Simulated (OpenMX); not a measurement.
Runs of OpenMX 3.8.5 on Sn. All rows change the cell; the cell of one of them follows. The typed cell holds 2 atoms: a = 4.573 Å, b = 4.573 Å, c = 4.573 Å, α = 60.00°, β = 60.00°, γ = 60.00°. This isn't the form of Sn at room conditions, which is tetragonal (white tin).

| task | level | potentials or basis | spin | cell | k mesh | SCF threshold | grid points, held for all volumes | max SCF cycles | optimiser | time step | other keys | mesh quality | gap on the mesh (eV) | moment (μB) | largest force (eV/Å) |
| --- | --- | --- | --- | --- | --- | --- | --- | --- | --- | --- | --- | --- | --- | --- | --- |
| band structure | PBE+D4 | OpenMX 2013 PBE set, Sn7.0-s3p2d2, grid cutoff 500 Ry | collinear, ferrimagnetic start | atoms moved at random, drawn with an rms of 0.02 Å | 7 × 7 × 7 | 1e-08 Ha | - | 100 | - | - | several, not listed | not flagged | - | 0.14 | 0.13 |
| single point | PBE+D3 | OpenMX 2013 PBE set, Sn7.0-s3p2d2, grid cutoff 700 Ry | collinear, antiferromagnetic start | atom 1 moved by [0.0, -0.0354, -0.0354] A | 5 × 5 × 5 | 1e-08 Ha | - | 100 | - | - | several, not listed | not flagged | none | 0.00 | 0.38 |
| single point | PBE+D3 | OpenMX 2013 PBE set, Sn7.0-s3p2d2, grid cutoff 700 Ry | collinear, antiferromagnetic start | atom 1 moved by [0.0, 0.0354, 0.0354] A | 5 × 5 × 5 | 1e-08 Ha | - | 100 | - | - | several, not listed | not flagged | none | 0.00 | (a) |
| atomic charges | PBE+D3(BJ) | OpenMX 2013 PBE set, Sn7.0-s3p2d2f1, grid cutoff 650 Ry | off | atoms moved at random, drawn with an rms of 0.1 Å | 7 × 7 × 7 | 1e-08 Ha | - | 100 | - | - | scf.energycutoff = 650 | not flagged | none | - | 1.03 |

Alike in all rows: smearing fermi-dirac 0.05 eV.

**Question.** Estimate the missing entries.

**Answer.** (a) 0.36.

Caveats: the basis of atomic orbitals isn't converged, which shifts pressures, moduli and gaps; spin-orbit coupling is left out, which moves the levels of the heavy elements (some runs).

A k mesh can miss the band edges, and the runs leave out spin-orbit coupling on Sn.

A gap of «none» marks a metal or a gap under the smearing width.
